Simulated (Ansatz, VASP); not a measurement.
Two plane-wave programs on AlN

Contents of INCAR:

```
SYSTEM = AlN
ALGO     = Normal         ! electronic algorithm
EDIFF    = 1E-6           ! SCF threshold, eV
ENCUT    = 520            ! plane-wave cutoff, eV
GGA      = PE             ! functional
ISIF     = 2              ! what is computed and relaxed
ISMEAR   = 0              ! smearing method
LASPH    = .True.         ! aspherical terms in the spheres
LCHARG   = .True.         ! write CHGCAR
LELF     = .True.         ! ELF
LREAL    = .False.        ! projectors in reciprocal space
LVHAR    = .True.       
LWAVE    = .False.        ! write WAVECAR
NBANDS   = 16             ! bands
NELM     = 60             ! most SCF steps
PREC     = Accurate       ! precision mode
SIGMA    = 0.02           ! smearing width, eV
```

KPOINTS

```
k-points
0
Gamma
  9 9 6
  0 0 0
```

Contents of POSCAR:

```
AlN
1.0
    3.1302455678      0.0000000000      0.0000000000
   -1.5651227839      2.7108721818      0.0000000000
    0.0000000000      0.0000000000      5.0179604237
Al N
2 2
Direct
    0.3333333333      0.6666666667     -0.0007713538
    0.6666666667      0.3333333333      0.4992286462
    0.3333333333      0.6666666667      0.3807713538
    0.6666666667      0.3333333333      0.8807713538
```

Input for Ansatz:

```yaml
crystal:
  lattice:
    - [3.1302455678, 0.0, 0.0]
    - [-1.5651227839, 2.7108721818, 0.0]
    - [0.0, 0.0, 5.0179604237]
  atoms:
    - { symbol: Al, position: [0.3333333333, 0.6666666667, -0.0007713538] }
    - { symbol: Al, position: [0.6666666667, 0.3333333333, 0.4992286462] }
    - { symbol: "N", position: [0.3333333333, 0.6666666667, 0.3807713538] }
    - { symbol: "N", position: [0.6666666667, 0.3333333333, 0.8807713538] }
basis:
  ecutwfc: 420
kpoints:
  mp_grid: { grid: [9, 9, 6] }
  band_path: { path: [VBM, CBM], npoints: 2 }
hamiltonian:
  xc: pbe
scf:
  occupations: { method: gaussian, width: 0.02 }
output:
  forces: false
  stress: false
  eigenvalues: true
checkpoint:
  read: start.run
  write: ck
  compress: false
  write_wavefunctions: false
  write_every: 100000
```

Alike in both runs: task single point; functional PBE; k mesh 9 × 9 × 6; occupations gaussian, width 0.02 eV; no spin polarisation.

|  | VASP | Ansatz |
| --- | --- | --- |
| version | VASP 6.6.1 | Ansatz 0.2.0 |
| potentials or method | VASP PAW PBE potentials, release 64 (Al, N) | scalar-relativistic, plane waves, PAW |
| plane-wave cutoff (eV) | 520 | 420 |
| valence electrons in the cell | 16 | 16 |

Ansatz gave:

| Property | Result |
| --- | --- |
| gap on the k mesh at the Fermi level (eV) | 4.03 |
| least direct gap on the mesh (eV) | 4.03 |

Task: Which values does VASP return?

Result: gap on the k mesh at the Fermi level (eV): 4.04; least direct gap on the mesh (eV): 4.04.
